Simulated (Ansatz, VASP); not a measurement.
## MgZn3O3: VASP beside Ansatz

```xyz
7
Lattice="3.0405 0.0000 0.0000 0.0000 4.1271 0.0000 0.0000 0.0000 6.6868" Properties=species:S:1:pos:R:3 pbc="T T T"
Mg    1.5202    0.0000    0.0000
Zn    1.5202    2.0635    1.9686
Zn    1.5202    2.0635    4.7181
Zn    0.0000    0.0000    3.3434
O     1.5202    0.0000    1.9223
O     0.0000    2.0635    0.0000
O     1.5202    0.0000    4.7645
```

Alike in both runs: functional PBE; k mesh 12 × 10 × 6; occupations gaussian, width 0.1 eV; no spin polarisation.

Ansatz relaxed the structure, and its values are those at the end. VASP's run is a single point on that final structure, the one shown.

|  | VASP | Ansatz |
| --- | --- | --- |
| version | VASP 6.6.1 | Ansatz 0.2.0 |
| potentials or method | VASP PAW PBE potentials, release 64 (Mg, Zn, O) | scalar-relativistic, plane waves, PAW |
| plane-wave cutoff (eV) | 520 | 420 |
| valence electrons in the cell | 56 | 64 |

Ansatz gave:

```
gap on the k mesh at the Fermi level (eV) : none
pressure (GPa)                            : 0.0
rms of the force components (eV/Å)        : 0.001
```

Question: What did VASP give for the same quantities?

Answer: gap on the k mesh at the Fermi level (eV): none; pressure (GPa): 0.4; rms of the force components (eV/Å): 0.020.

A gap of «none» marks a metal or a gap that the smearing closes. The two sets of potentials don't hold the same shells in valence.
